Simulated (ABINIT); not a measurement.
# Fe (P6_3/mmc) in ABINIT: further runs, part 2 of 2

ABINIT 10.8.3 (patched build). The steps go on from the part before.

### Step 4. Single point, PBE, collinear spin, antiferromagnetic start

run.abi

```
# Pseudopotentials
pp_dirpath "./"
pseudos "Fe.GGA_PBE-JTH.xml"

# Structure
acell 3*1.0
rprim
     4.5998911804     0.0000000000     0.0000000000
    -2.2999455903     3.9836226169     0.0000000000
     0.0000000000     0.0000000000     7.2602039371
ntypat 1
znucl 26
natom 2
typat 1 1
xred
     0.6666666667     0.3333333333     0.7500000000
     0.3333333333     0.6666666667     0.2500000000

# Plane-wave basis
ecut 26.0
pawecutdg 48.0
pawxcdev 0

# k points
kptopt 1
ngkpt 12 12 7
nshiftk 1
shiftk 0.0 0.0 0.0

# Exchange and correlation
ixc 11

# Bands and occupations
nband 22
occopt 3
tsmear 0.05 eV

# Spin
nsppol 2
spinat
     0.0000000000     0.0000000000     3.0000000000
     0.0000000000     0.0000000000    -3.0000000000

# SCF cycle
nstep 100
tolvrs 1.0e-9

# Output
iomode 3
prtwf 0
prteig 0
prtebands 0
enunit 2
prtden 1
prtvha 1
prtvclmb 1
prtpot 1
```

Potentials or basis: JTH PAW PBE v2.0.

Launch:

```bash
> abinit run.abi > log 2>&1
```

run.abo:

```text
.Version 10.8.3 of ABINIT
 Magnetic group, Shubnikov type III
 Fedorov space group P6_3/m m c (#194); Bravais hP (primitive hexag.)
 Magnetic point group 6'/mmm' (# 48)
================================================================================
 Values of the parameters that define the memory need of the present run
     intxc =       0    ionmov =       0      iscf =      17    lmnmax =      18
     lnmax =       6     mgfft =      36  mpssoang =       3    mqgrid =    3001
     natom =       2  nloc_mem =       2    nspden =       2   nspinor =       1
    nsppol =       2      nsym =      24    n1xccc =       1    ntypat =       1
    occopt =       3   xclevel =       2
       mpw =         854          nfft =       20736          nkpt =          76
 PAW method is used; the additional fine FFT grid is defined by:
   mgfftf=        48    nfftf =     43200
================================================================================
================================================================================

--------------------------------------------------------------------------------
------------- Echo of variables that govern the present computation ------------
--------------------------------------------------------------------------------
 -outvars: echo values of preprocessed input variables --------
            acell      1.0000000000E+00  1.0000000000E+00  1.0000000000E+00 Bohr
              amu      5.58470000E+01
             ecut      2.60000000E+01 Hartree
           enunit           2
                       outvar_i_n : Printing only first  50 k-points.
              ixc          11
                       outvar_i_n : Printing only first  50 k-points.
         kptrlatt       12    0    0      0   12    0      0    0    7
          kptrlen      5.08214276E+01
            natom           2
[... 468 lines left out ...]
--- !EnergyTermsWithPAWCore
iteration_state     : {dtset: 1, }
comment             : 'Components of total free energy, including PAW core contributions'
Total energy        : -2.54556385312441E+03
Total energy DC     : -2.54556385065819E+03
Total energy (eV)   : -6.92683212211760E+04
Total energy DC (eV): -6.92683211540667E+04
...

 Cartesian components of stress tensor (hartree/bohr^3)
  sigma(1 1)= -3.12360249E-04  sigma(3 2)=  0.00000000E+00
  sigma(2 2)= -3.12360251E-04  sigma(3 1)=  0.00000000E+00
  sigma(3 3)= -3.81216760E-04  sigma(2 1)=  2.81336893E-12

-Cartesian components of stress tensor (GPa)         [Pressure=  9.8652E+00 GPa]
- sigma(1 1)= -9.18995581E+00  sigma(3 2)=  0.00000000E+00
- sigma(2 2)= -9.18995586E+00  sigma(3 1)=  0.00000000E+00
- sigma(3 3)= -1.12157843E+01  sigma(2 1)=  8.27721717E-08

== END DATASET(S) ==============================================================
================================================================================

 -outvars: echo values of variables after computation  --------
            acell      1.0000000000E+00  1.0000000000E+00  1.0000000000E+00 Bohr
           etotal     -2.4887773679E+02
            fcart      1.7561145150E-28  1.0138931880E-28 -0.0000000000E+00
                      -1.7561145150E-28 -1.0138931880E-28 -0.0000000000E+00
            rprim      4.5998911804E+00  0.0000000000E+00  0.0000000000E+00
                      -2.2999455903E+00  3.9836226169E+00  0.0000000000E+00
                       0.0000000000E+00  0.0000000000E+00  7.2602039371E+00
           strten     -3.1236024918E-04 -3.1236025085E-04 -3.8121676036E-04
                       0.0000000000E+00  0.0000000000E+00  2.8133689335E-12
           xangst      1.2170787918E+00  7.0268076809E-01  2.8814508506E+00
                      -3.5277984248E-11  1.4053615362E+00  9.6048361685E-01
             xred      6.6666666667E-01  3.3333333333E-01  7.5000000000E-01
                       3.3333333333E-01  6.6666666667E-01  2.5000000000E-01
 Calculation completed.
```

Wall time 3.1 min (1 thread of Arm Neoverse V1, shared host); peak memory 0.18 GiB.

Results:

- Free energy: -6772.3082 eV
- Pressure: 9.9 GPa
- Band gap on the k mesh: none (metal or under the smearing width)
- Net moment: 0.00 μB per cell
- Valence electrons inside the program's atomic spheres: Fe 14.61 (radii [1.1194] Å)

Stress tensor (GPa, compression positive):
```
 9.19  0.00  0.00
 0.00  9.19  0.00
 0.00  0.00 11.22
```

Caveat: the starting moments collapsed, and a magnetic state may lie lower.

### Step 5. Single point, PBE, collinear spin, ferrimagnetic start

Edit run.abi of step 4 so:

```diff
@@ -41,3 +41,3 @@
      0.0000000000     0.0000000000     3.0000000000
-     0.0000000000     0.0000000000    -3.0000000000
+     0.0000000000     0.0000000000    -1.5000000000
```

Launch:

```bash
> abinit run.abi > log 2>&1
```

Wall time 3.5 min (1 thread of Arm Neoverse V1, shared host); peak memory 0.18 GiB.

It converged, with:

```yaml
Free_energy: -6772.3082 eV
Pressure: 9.9 GPa
Band_gap_on_the_k_mesh: none (metal or under the smearing width)
Net_moment: 0.00 μB per cell
Valence_electrons_inside_the_program's_atomic_spheres: Fe 14.61 (radii [1.1194] Å)
```

Stress tensor (GPa, compression positive):
```
 9.19  0.00  0.00
 0.00  9.19  0.00
 0.00  0.00 11.22
```

Levels at points of the mesh, in eV from the Fermi level:
Spin up:
```tsv
k point	band 14	band 15	band 16	band 17	band 18	band 19
(0.00, 0.00, 0.00)	-1.26	-1.26	-0.91	-0.91	0.39	0.74
(0.50, 0.00, 0.00)	-1.63	-1.14	0.85	1.09	1.13	2.74
```
Spin down:
```tsv
k point	band 14	band 15	band 16	band 17	band 18	band 19
(0.00, 0.00, 0.00)	-1.26	-1.26	-0.91	-0.91	0.39	0.74
(0.50, 0.00, 0.00)	-1.63	-1.14	0.85	1.09	1.13	2.74
```

Caveat: the starting moments collapsed, and a magnetic state may lie lower.

### Step 6. Single point, PBE, collinear spin, random start

Edit run.abi of step 5 so:

```diff
@@ -40,4 +40,4 @@
 spinat
-     0.0000000000     0.0000000000     3.0000000000
-     0.0000000000     0.0000000000    -1.5000000000
+     0.0000000000     0.0000000000    -3.4600000000
+     0.0000000000     0.0000000000    -1.5500000000
```

Potentials or basis: JTH PAW PBE v2.0.

Launch:

```bash
> abinit run.abi > log 2>&1
```

run.abo:

```text
.Version 10.8.3 of ABINIT
 Symmetries : space group P-6 m 2 (#187); Bravais hP (primitive hexag.)
================================================================================
 Values of the parameters that define the memory need of the present run
     intxc =       0    ionmov =       0      iscf =      17    lmnmax =      18
     lnmax =       6     mgfft =      36  mpssoang =       3    mqgrid =    3001
     natom =       2  nloc_mem =       2    nspden =       2   nspinor =       1
    nsppol =       2      nsym =      12    n1xccc =       1    ntypat =       1
    occopt =       3   xclevel =       2
       mpw =         854          nfft =       20736          nkpt =          76
 PAW method is used; the additional fine FFT grid is defined by:
   mgfftf=        48    nfftf =     43200
================================================================================
================================================================================

--------------------------------------------------------------------------------
[... 497 lines left out ...]
- sigma(2 2)= -9.18915837E+00  sigma(3 1)=  0.00000000E+00
- sigma(3 3)= -1.12149500E+01  sigma(2 1)=  8.27723727E-08

== END DATASET(S) ==============================================================
================================================================================

 -outvars: echo values of variables after computation  --------
            acell      1.0000000000E+00  1.0000000000E+00  1.0000000000E+00 Bohr
           etotal     -2.4887773679E+02
            fcart      0.0000000000E+00  2.7037151679E-28 -0.0000000000E+00
                       0.0000000000E+00 -2.7037151679E-28 -0.0000000000E+00
            rprim      4.5998911804E+00  0.0000000000E+00  0.0000000000E+00
                      -2.2999455903E+00  3.9836226169E+00  0.0000000000E+00
                       0.0000000000E+00  0.0000000000E+00  7.2602039371E+00
           strten     -3.1233314312E-04 -3.1233314479E-04 -3.8118840318E-04
                       0.0000000000E+00  0.0000000000E+00  2.8133757645E-12
           xangst      1.2170787919E+00  7.0268076802E-01  2.8814508506E+00
                       8.6429959988E-11  1.4053615361E+00  9.6048361685E-01
             xred      6.6666666670E-01  3.3333333330E-01  7.5000000000E-01
                       3.3333333337E-01  6.6666666663E-01  2.5000000000E-01
 Calculation completed.
```

It took 3.2 min on 1 thread of Arm Neoverse V1, shared host; peak memory 0.18 GiB.

Results:

```yaml
Free_energy: -6772.3082 eV
Pressure: 9.9 GPa
Band_gap_on_the_k_mesh: none (metal or under the smearing width)
Net_moment: 0.00 μB per cell
Valence_electrons_inside_the_program's_atomic_spheres: Fe 14.61 (radii [1.1194] Å)
```

Caveat: the starting moments collapsed, and a magnetic state may lie lower.

### Step 7. For comparison

An earlier run on the cell as given: functional PBEsol; potentials or basis JTH PAW PBE v2.0; cutoff 707 eV; k mesh 12 × 12 × 7; occupations fermi-dirac, width 0.05 eV; collinear spin, ferromagnetic start; starting moments [3.0, 3.0] μB.

- Pressure: -1.4 GPa
- Band gap on the k mesh: none (metal or under the smearing width)
- Net moment: 0.00 μB per cell
- Valence electrons inside the program's atomic spheres: Fe 14.61 (radii [1.1194] Å)
